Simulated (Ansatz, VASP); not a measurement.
**PtSe2: VASP beside Ansatz**

```
Pt Se
1.0
     3.72400    0.00000    0.00000
    -1.86200    3.22508    0.00000
     0.00000    0.00000    4.85952
Pt Se
1 2
Direct
  0.00000 0.00000 0.00000
  0.33333 0.66667 0.25000
  0.66667 0.33333 0.75000
```

Change from the starting cell: strain +0.000 along x and y, -0.040 along z, atoms carried along.

Alike in both runs: task single point; functional PBEsol; k mesh 12 × 12 × 10; occupations gaussian, width 0.15 eV; no spin polarisation.

|  | VASP | Ansatz |
| --- | --- | --- |
| version | VASP 6.6.1 | Ansatz 0.2.0 |
| potentials or method | VASP PAW PBE potentials, release 64 (Pt, Se) | scalar-relativistic, plane waves, PAW |
| plane-wave cutoff (eV) | 520 | 420 |
| valence electrons in the cell | 22 | 50 |

|  | VASP | Ansatz | Ansatz less VASP |
| --- | --- | --- | --- |
| gap on the k mesh at the Fermi level (eV) | none | none | - |
| pressure (GPa) | 6.8 | 6.7 | -0.14 |
| largest component of the traceless stress (GPa) | 0.93 | 0.89 | -0.043 |
| rms of the force components (eV/Å) | 0.433 | 0.424 | -0.0095 |

Atom by atom the forces differ by 0.010 eV/Å (rms over components). A gap of «none» marks a metal or a gap that the smearing closes. The functional is the same, so the differences come from potentials, cutoffs and numerics. The two sets of potentials don't hold the same shells in valence.

Caveats: the PAW data sets were made with another functional, which shifts forces and pressure a little (VASP). The runs have no spin-orbit coupling, so splittings on Pt are missing.
